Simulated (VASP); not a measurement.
# CdF2 (Fm-3m) in VASP: density of states with PBE

Aim: the density of states of CdF2 with PBE.

Everything below comes from runs of VASP 6.6.1. Logs are shortened: lines on timing, memory, paths and dates and some standing lists are left out, and cuts for length are marked.

### 1 Starting point

It takes space group Fm-3m (No. 225, cubic). Conventional cell: a = 5.481 Å, b = 5.481 Å, c = 5.481 Å, α = 90.00°, β = 90.00°, γ = 90.00°. Around Cd (site symmetry m-3m) lie 8 F at 2.37 Å. F (site symmetry -43m) is surrounded by 4 Cd at 2.37 Å.

The cell was relaxed by an earlier calculation.

### 2 Density of states, PBE

The input, POSCAR:

```
CdF2
1.0
    0.0000000000      2.7407197213      2.7407197213
    2.7407197213      0.0000000000      2.7407197213
    2.7407197213      2.7407197213      0.0000000000
Cd F
1 2
Direct
    0.0000000000      0.0000000000      0.0000000000
    0.2500000000      0.2500000000      0.2500000000
    0.7500000000      0.7500000000      0.7500000000
```

The input, INCAR.step1:

```
PREC = Accurate
ENCUT = 520
EDIFF = 1E-7
ISMEAR = -1
SIGMA = 0.05
LREAL = F
LASPH = T
NELM = 100
ALGO = Fast
ISIF = 2
LWAVE = F
LCHARG = T
GGA = PE
NBANDS = 20
```

The input, KPOINTS.step1:

```
Automatic mesh
0
Gamma
  11 11 11
```

The input, INCAR.step2:

```
PREC = Accurate
ENCUT = 520
EDIFF = 1E-7
ISMEAR = -5
SIGMA = 0.05
LREAL = F
LASPH = T
NELM = 100
ALGO = Fast
ISIF = 2
LWAVE = F
LCHARG = F
GGA = PE
LORBIT = 11
NBANDS = 20
NEDOS = 2001
ICHARG = 11
```

The input, KPOINTS.step2:

```
Automatic mesh
0
Gamma
  17 17 17
```

Potentials or basis: VASP PAW PBE potentials, release 64 (Cd, F).

Run with:

```
cat potpaw_PBE.64/Cd/POTCAR potpaw_PBE.64/F/POTCAR > POTCAR
cp INCAR.step1 INCAR
cp KPOINTS.step1 KPOINTS
mpirun -np 1 vasp_std > vasp.out
cp INCAR.step2 INCAR
cp KPOINTS.step2 KPOINTS
mpirun -np 1 vasp_std > vasp.out
```

OUTCAR:

```text
PREC = Accurate
   ENCUT = 520
   EDIFF = 1E-7
   ISMEAR = -5
   LREAL = F
   LASPH = T
   NELM = 100
   ISIF = 2
   GGA = PE
   LORBIT = 11
   ICHARG = 11

 ion  position               nearest neighbor table
   1  0.000  0.000  0.000-   3 2.37   3 2.37   3 2.37   2 2.37   3 2.37   2 2.37   2 2.37   2 2.37

   2  0.250  0.250  0.250-   1 2.37   1 2.37   1 2.37   1 2.37
   3  0.750  0.750  0.750-   1 2.37   1 2.37   1 2.37   1 2.37

  LATTYP: Found a face centered cubic cell.
 ALAT       =     5.4814394426

  Lattice vectors:

 A1 = (   0.0000000000,   2.7407197213,   2.7407197213)
 A2 = (   2.7407197213,   0.0000000000,   2.7407197213)
 A3 = (   2.7407197213,   2.7407197213,   0.0000000000)

Analysis of symmetry for initial positions (statically):
=====================================================================
 Subroutine PRICEL returns:
 Original cell was already a primitive cell.

 Routine SETGRP: Setting up the symmetry group for a
 face centered cubic supercell.

 Subroutine GETGRP returns: Found 48 space group operations
 (whereof 48 operations were pure point group operations)
 out of a pool of 48 trial point group operations.

The static configuration has the point symmetry O_h .

Analysis of symmetry for dynamics (positions and initial velocities):
=====================================================================
 Subroutine PRICEL returns:
 Original cell was already a primitive cell.

 Routine SETGRP: Setting up the symmetry group for a
 face centered cubic supercell.

 Subroutine GETGRP returns: Found 48 space group operations
 (whereof 48 operations were pure point group operations)
 out of a pool of 48 trial point group operations.

The dynamic configuration has the point symmetry O_h .

 Subroutine INISYM returns: Found 48 space group operations
 (whereof 48 operations are pure point group operations),
 and found     1 'primitive' translations

----------------------------------------------------------------------------------------

                                     Primitive cell

  volume of cell :      41.1741

  direct lattice vectors                    reciprocal lattice vectors
     0.000000000  2.740719721  2.740719721    -0.182433832  0.182433832  0.182433832
     2.740719721  0.000000000  2.740719721     0.182433832 -0.182433832  0.182433832
     2.740719721  2.740719721  0.000000000     0.182433832  0.182433832 -0.182433832

  length of vectors
     3.875963001  3.875963001  3.875963001     0.315984665  0.315984665  0.315984665

  position of ions in fractional coordinates (direct lattice)
     0.000000000  0.000000000  0.000000000
     0.250000000  0.250000000  0.250000000
     0.750000000  0.750000000  0.750000000

  ion indices of the primitive-cell ions
   primitive index   ion index
                 1           1
                 2           2
                 3           3

----------------------------------------------------------------------------------------

 KPOINTS: Automatic mesh

Automatic generation of k-mesh.
 Grid dimensions read from file:
 generate k-points for:   17   17   17

 Generating k-lattice:

  Cartesian coordinates                     Fractional coordinates (reciprocal lattice)
    -0.010731402  0.010731402  0.010731402     0.058823529  0.000000000  0.000000000
     0.010731402 -0.010731402  0.010731402     0.000000000  0.058823529  0.000000000
     0.010731402  0.010731402 -0.010731402     0.000000000  0.000000000  0.058823529

  Length of vectors
     0.018587333  0.018587333  0.018587333

  Shift w.r.t. Gamma in fractional coordinates (k-lattice)
     0.000000000  0.000000000  0.000000000

 TETIRR: Found    693 inequivalent tetrahedra from    29478

 Subroutine IBZKPT returns following result:
 ===========================================

 Found    165 irreducible k-points:

 Following reciprocal coordinates:
            Coordinates               Weight
  0.000000  0.000000  0.000000      1.000000
  0.058824  0.000000  0.000000      8.000000
  0.117647  0.000000  0.000000      8.000000
  0.176471  0.000000  0.000000      8.000000
  0.235294  0.000000  0.000000      8.000000
  0.294118  0.000000  0.000000      8.000000
[... 16 lines left out ...]
 -0.176471  0.058824  0.000000     24.000000
 -0.117647  0.058824  0.000000     24.000000
 [... further k-points ...]
   k-points           NKPTS =    165   k-points in BZ     NKDIM =    165   number of bands    NBANDS=     20
   number of dos      NEDOS =   2001   number of ions     NIONS =      3
   total plane-waves  NPLWV =  27000
   dimension x,y,z NGX =    30 NGY =   30 NGZ =   30
   dimension x,y,z NGXF=    60 NGYF=   60 NGZF=   60
   ions per type =               1   2
   NGX,Y,Z   is equivalent  to a cutoff of  12.87, 12.87, 12.87 a.u.
   NGXF,Y,Z  is equivalent  to a cutoff of  25.73, 25.73, 25.73 a.u.
 SYSTEM =  unknown system
   PREC   = accura    normal or accurate (medium, high low for compatibility)
   ISTART =      0    job   : 0-new  1-cont  2-samecut
   ICHARG =     11    charge: 1-file 2-atom 10-const
   ISPIN  =      1    spin polarized calculation?
   LNONCOLLINEAR =      F non collinear calculations
   LSORBIT =      F    spin-orbit coupling
   LASPH  =      T    aspherical Exc in radial PAW
   ENCUT  =  520.0 eV  38.22 Ry    6.18 a.u.   7.21  7.21  7.21*2*pi/ulx,y,z
   NELM   =    100;   NELMIN=  2; NELMDL=  0     # of ELM steps
   EDIFF  = 0.1E-06   stopping-criterion for ELM
   LREAL  =      F    real-space projection
   EDIFFG = 0.1E-05   stopping-criterion for IOM
   NSW    =      0    number of steps for IOM
   IBRION =     -1    ionic relax: 0-MD 1-quasi-New 2-CG
   NFREE  =      0    steps in history (QN), initial steepest desc. (CG)
   ISIF   =      2    stress and relaxation
   ISYM   =      2    0-nonsym 1-usesym 2-fastsym
   POTIM  = 0.5000    time-step for ionic-motion
   TEBEG  =    0.0;   TEEND  =   0.0 temperature during run
   PSTRESS=    0.0 pullay stress
   NELECT =      26.0000    total number of electrons
   NUPDOWN=      -1.0000    fix difference up-down
   EMIN   =  10.00;   EMAX   =-10.00  energy-range for DOS
   EFERMI =   0.00;   METHOD = LEGACY
   ISMEAR =    -5;   SIGMA  =   0.05  broadening in eV -4-tet -1-fermi 0-gaus
   EFERMI_NEDOS =   21; number of points for ismear=-14 and -15
   IALGO  =     68    algorithm
   IMIX   =      4    mixing-type and parameters
     AMIX     =   0.40;   BMIX     =  1.00
     AMIX_MAG =   1.60;   BMIX_MAG =  1.00
  volume/ion in A,a.u.               =      13.72        92.62
  Fermi-wavevector in a.u.,A,eV,Ry     =   1.404509  2.654138 26.839488  1.972647
  Thomas-Fermi vector in A             =   2.527064
   LORBIT       =     11    0 simple, 1 ext, 2 COOP (PROOUT), +10 PAW based schemes
   GGA     = PE    functional components
   LHFCALC =     F    Hartree Fock is set to
   AEXX    =    0.0000 exact exchange contribution
   IVDW    =     0    specifies the selected vdW correction
   LEPSILON=     F    determine dielectric tensor
   LRPA    =     F    only Hartree local field effects (RPA)
 non-spin polarized calculation
 RMM-DIIS sequential band-by-band and
 Fermi weights with tetrahedron method with Bloechl corrections
  energy-cutoff  :      520.00
  volume of cell :       41.17
 maximum number of plane-waves:      1125
 NGX is ok and might be reduce to    30

 number of electron      25.9999995 magnetization

 Free energy of the ion-electron system (eV)
  ---------------------------------------------------
  ext. energy  EPLUGINS =         0.00000000
  ---------------------------------------------------
  free energy    TOTEN  =       -10.90545611 eV

  energy without entropy =      -10.90545611  energy(sigma->0) =      -10.90545611

 E-fermi :  -1.6865     XC(G=0): -10.1344

 val. band max:       -1.6933843083   @ k =  -0.2941   0.4706   0.2353
 cond. band min:       1.2014440606   @ k =   0.0000   0.0000   0.0000
 fundamental gap:      2.8948283689
 Fermi energy:        -1.6865376708

 k-point     1 :       0.0000    0.0000    0.0000
  band No.  band energies     occupation
      1     -22.2162      2.00000
      2     -21.2486      2.00000
      3      -7.1679      2.00000
      4      -7.1679      2.00000
      5      -7.1679      2.00000
      6      -6.1639      2.00000
[... 12 lines left out ...]
     19      17.8394      0.00000
     20      17.8394      0.00000

 k-point     2 :       0.0588    0.0000    0.0000
  band No.  band energies     occupation
      1     -22.2075      2.00000
      2     -21.2573      2.00000
      3      -7.1560      2.00000
      4      -7.1560      2.00000
      5      -7.1352      2.00000
      6      -6.1673      2.00000
[... 12 lines left out ...]
     19      17.7321      0.00000
     20      17.7321      0.00000

 k-point     3 :       0.1176    0.0000    0.0000
  band No.  band energies     occupation
      1     -22.1788      2.00000
      2     -21.2829      2.00000
      3      -7.1223      2.00000
      4      -7.1223      2.00000
      5      -7.0399      2.00000
      6      -6.1760      2.00000
[... 12 lines left out ...]
     19      17.4671      0.00000
     20      17.4671      0.00000

 k-point     4 :       0.1765    0.0000    0.0000
  band No.  band energies     occupation
      1     -22.1328      2.00000
      2     -21.3233      2.00000
      3      -7.0722      2.00000
      4      -7.0722      2.00000
      5      -6.8890      2.00000
      6      -6.1851      2.00000
[... 12 lines left out ...]
     19      17.1444      0.00000
     20      17.1444      0.00000

 k-point     5 :       0.2353    0.0000    0.0000
  band No.  band energies     occupation
      1     -22.0726      2.00000
      2     -21.3764      2.00000
      3      -7.0147      2.00000
      4      -7.0147      2.00000
      5      -6.6949      2.00000
      6      -6.1878      2.00000
[... 12 lines left out ...]
     19      16.8322      0.00000
     20      17.3336      0.00000

 k-point     6 :       0.2941    0.0000    0.0000
  band No.  band energies     occupation
      1     -22.0013      2.00000
      2     -21.4394      2.00000
      3      -6.9605      2.00000
      4      -6.9605      2.00000
      5      -6.4756      2.00000
      6      -6.1779      2.00000
[... 12 lines left out ...]
     19      16.5647      0.00000
     20      17.2800      0.00000

 k-point     7 :       0.3529    0.0000    0.0000
  band No.  band energies     occupation
      1     -21.9231      2.00000
      2     -21.5103      2.00000
      3      -6.9187      2.00000
      4      -6.9187      2.00000
      5      -6.2563      2.00000
      6      -6.1548      2.00000
[... 12 lines left out ...]
     19      16.3574      0.00000
     20      17.0390      0.00000
[... 277 lines left out ...]
 k-point    20 :      -0.3529    0.0588    0.0000
  band No.  band energies     occupation
      1     -21.8920      2.00000
      2     -21.5379      2.00000
      3      -6.9010      2.00000
      4      -6.8903      2.00000
      5      -6.1887      2.00000
      6      -6.1784      2.00000
[... 12 lines left out ...]
     19      16.1276      0.00000
     20      17.6615      0.00000

 k-point    21 :      -0.2941    0.0588    0.0000
  band No.  band energies     occupation
      1     -21.9706      2.00000
      2     -21.4664      2.00000
      3      -6.9365      2.00000
      4      -6.9286      2.00000
      5      -6.3915      2.00000
      6      -6.2074      2.00000
[... 12 lines left out ...]
     19      16.2412      0.00000
     20      17.8247      0.00000

 k-point    22 :      -0.2353    0.0588    0.0000
  band No.  band energies     occupation
      1     -22.0435      2.00000
      2     -21.4017      2.00000
      3      -6.9851      2.00000
      4      -6.9824      2.00000
      5      -6.6077      2.00000
      6      -6.2190      2.00000
[... 12 lines left out ...]
     19      16.5238      0.00000
     20      17.9015      0.00000

 k-point    23 :      -0.1765    0.0588    0.0000
  band No.  band energies     occupation
      1     -22.1068      2.00000
      2     -21.3459      2.00000
      3      -7.0427      2.00000
      4      -7.0407      2.00000
      5      -6.8077      2.00000
      6      -6.2136      2.00000
[... 12 lines left out ...]
     19      16.7785      0.00000
     20      17.7651      0.00000

 k-point    24 :      -0.1176    0.0588    0.0000
  band No.  band energies     occupation
      1     -22.1574      2.00000
      2     -21.3017      2.00000
      3      -7.0977      2.00000
      4      -7.0935      2.00000
      5      -6.9711      2.00000
      6      -6.1983      2.00000
[... 12 lines left out ...]
     19      17.0745      0.00000
     20      17.6448      0.00000

 [... further k-points ...]

------------------------ aborting loop because EDIFF is reached ----------------------------------------

  FORCE on cell =-STRESS in cart. coord.  units (eV):
  Direction    XX          YY          ZZ          XY          YZ          ZX
  --------------------------------------------------------------------------------------
  -------------------------------------------------------------------------------------
  Total        0.1301310      0.1301310      0.1301310      0.0000000      0.0000000      0.0000000
  in kB        5.0636952      5.0636952      5.0636952      0.0000000      0.0000000      0.0000000
  external PRESSURE =       5.0636952 kB  Pullay stress =       0.0000000 kB

 VOLUME and BASIS-vectors are now :
 -----------------------------------------------------------------------------
  energy-cutoff  :      520.00
  volume of cell :       41.17
      direct lattice vectors                 reciprocal lattice vectors
     0.000000000  2.740719721  2.740719721    -0.182433832  0.182433832  0.182433832
     2.740719721  0.000000000  2.740719721     0.182433832 -0.182433832  0.182433832
     2.740719721  2.740719721  0.000000000     0.182433832  0.182433832 -0.182433832

 POSITION                                       TOTAL-FORCE (eV/Angst)
 -----------------------------------------------------------------------------------
      0.00000      0.00000      0.00000        -0.000000      0.000000     -0.000000
      1.37036      1.37036      1.37036        -0.000000     -0.000000      0.000000
      4.11108      4.11108      4.11108         0.000000      0.000000      0.000000
 -----------------------------------------------------------------------------------
    total drift:                                0.000000     -0.000000      0.000000

  FREE ENERGIE OF THE ION-ELECTRON SYSTEM (eV)
  ---------------------------------------------------
  free  energy   TOTEN  =       -10.9054561088 eV

  energy  without entropy=      -10.9054561088  energy(sigma->0) =      -10.90545611

 total charge

# of ion       s       p       d       tot
------------------------------------------
    1        0.223   0.177   9.679  10.079
    2        1.739   4.330   0.000   6.069
    3        1.739   4.330   0.000   6.069
--------------------------------------------------
tot          3.701   8.838   9.679  22.218
```

Run time: 2.3 min. Hardware: 1 thread of Intel Xeon Platinum 8488C (Sapphire Rapids), shared host; peak memory 0.25 GiB.

What came out:

| Quantity | Value |
| --- | --- |
| Valence electrons inside the program's atomic spheres | Cd 10.08; F 6.07 |

States per cell in windows of 0.5 eV (zero at the valence-band top; states under -8 eV left out):
```csv
from (eV),total,Cd1_d,F2_p,F3_p,Cd1_s,Cd1_p,F2_s
-8.0,0.00,0.00,0.00,0.00,0.00,0.00,0.00
-7.5,0.00,0.00,0.00,0.00,0.00,0.00,0.00
-7.0,0.00,0.00,0.00,0.00,0.00,0.00,0.00
-6.5,0.00,0.00,0.00,0.00,0.00,0.00,0.00
-6.0,0.00,0.00,0.00,0.00,0.00,0.00,0.00
-5.5,3.10,2.32,0.20,0.20,0.01,0.01,0.00
-5.0,3.58,3.06,0.12,0.12,0.01,0.00,0.00
-4.5,3.37,3.15,0.03,0.03,0.00,0.00,0.01
-4.0,0.00,0.00,0.00,0.00,0.00,0.00,0.00
-3.5,0.81,0.10,0.20,0.20,0.08,0.00,0.00
-3.0,0.90,0.06,0.25,0.25,0.08,0.01,0.00
-2.5,1.67,0.17,0.50,0.50,0.02,0.05,0.00
-2.0,2.01,0.15,0.66,0.66,0.01,0.06,0.00
-1.5,1.54,0.12,0.53,0.53,0.01,0.03,0.00
-1.0,1.12,0.14,0.39,0.39,0.00,0.01,0.00
-0.5,4.15,0.48,1.52,1.52,0.00,0.00,0.00
0.0,0.01,0.00,0.00,0.00,0.00,0.00,0.00
0.5,0.00,0.00,0.00,0.00,0.00,0.00,0.00
1.0,0.00,0.00,0.00,0.00,0.00,0.00,0.00
1.5,0.00,0.00,0.00,0.00,0.00,0.00,0.00
2.0,0.00,0.00,0.00,0.00,0.00,0.00,0.00
2.5,0.00,0.00,0.00,0.00,0.00,0.00,0.00
3.0,0.02,0.00,0.00,0.00,0.01,0.00,0.00
3.5,0.04,0.00,0.00,0.00,0.01,0.00,0.00
4.0,0.07,0.00,0.01,0.01,0.02,0.00,0.00
4.5,0.10,0.00,0.01,0.01,0.03,0.00,0.00
5.0,0.14,0.00,0.01,0.01,0.05,0.00,0.00
5.5,0.17,0.00,0.02,0.02,0.06,0.00,0.00
6.0,0.26,0.00,0.03,0.03,0.10,0.00,0.01
6.5,0.46,0.00,0.06,0.06,0.19,0.01,0.01
7.0,0.53,0.00,0.07,0.07,0.25,0.00,0.00
7.5,0.19,0.00,0.02,0.02,0.10,0.00,0.00
```
